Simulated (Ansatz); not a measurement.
Consider the ligand exchange at the Si–N bond: `C[SiH2]N[SiH](O)O` + `CC(=O)O` → `C[SiH2]OC(C)=O` + `N[SiH](O)O`.

Program: Ansatz. Geometries: PBE0-D4/def2-TZVP. ΔE: electronic, gas phase. CCSD(T)/CBS is the MP2 limit (def2-TZVPP, def2-QZVPP) plus CCSD(T) − MP2 in def2-TZVPP, frozen cores. This one scheme is used for every species. DFT in def2-TZVPP. B3LYP here is the variant with VWN-RPA as its local correlation; programs differ in this. One conformer a species, not always the lowest.

```tsv
level	ΔE (eV)
PBE-D4	-0.24
B3LYP-D4	-0.29
B2PLYP	-0.31
r2SCAN	-0.30
B3LYP	-0.31
CCSD/def2-TZVPP	-0.30
CCSD(T)/def2-TZVPP	-0.30
HF/def2-QZVPP	-0.35
```

(1) What does CCSD(T)/CBS give? (Best estimate.)

Largest T1 diagnostic among the species: 0.015.

Answers

(1) The calculation gave: -0.30 eV. The listed levels differ from it by 0.06, 0.01, -0.01, 0.00, -0.01, 0.00, 0.00, -0.05 eV.

In def2-TZVPP, CCSD(T) changes the Hartree–Fock value by +0.04 eV (the triples alone add +0.00 eV) and MP2 by +0.04 eV.

CCSD(T)/CBS has its own doubt, a few kJ/mol and more with outer-core shells, so smaller differences from it don't rank the levels.
